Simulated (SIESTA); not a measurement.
The system is MoS2.

```
Mo S
1.0
     1.58000    0.91221    6.15000
    -1.58000    0.91221    6.15000
     0.00000   -1.82443    6.15000
Mo S
1 2
Direct
  0.00000 0.00000 0.00000
  0.41700 0.41700 0.41700
  0.25000 0.25000 0.25000
```

Measurements of this composition are mostly on another form, of space group No. 194.

Base run:

```yaml
Program: SIESTA 5.4.2
Functional: LDA
Potentials_or_basis: PseudoDojo 0.4 standard (LDA files)
Basis: DZP (energy shift 0.003 Ry; two zetas on semicore shells)
Grid_cutoff: 800 Ry
Energy_shift: 0.003 Ry
k_mesh: 10 × 10 × 10
Occupations: fermi-dirac, width 0.05 eV
Spin: no spin polarisation
```

Its results: band gap on the k mesh 0.94 eV, indirect (least direct gap 1.99 eV); pressure 0.6 GPa; largest force 0.535 eV/Å.

Task: The run is repeated on the same cell with these changes: functional from LDA to PBEsol; potentials or basis from PseudoDojo 0.4 standard (LDA files) to PseudoDojo 0.4 standard (PBEsol files). What comes out?

Result: Band gap on the k mesh 0.97 eV, indirect (least direct gap 1.99 eV); pressure 3.4 GPa; largest force 0.710 eV/Å.

Caveats: the basis of atomic orbitals isn't converged, which shifts pressures, moduli and gaps.
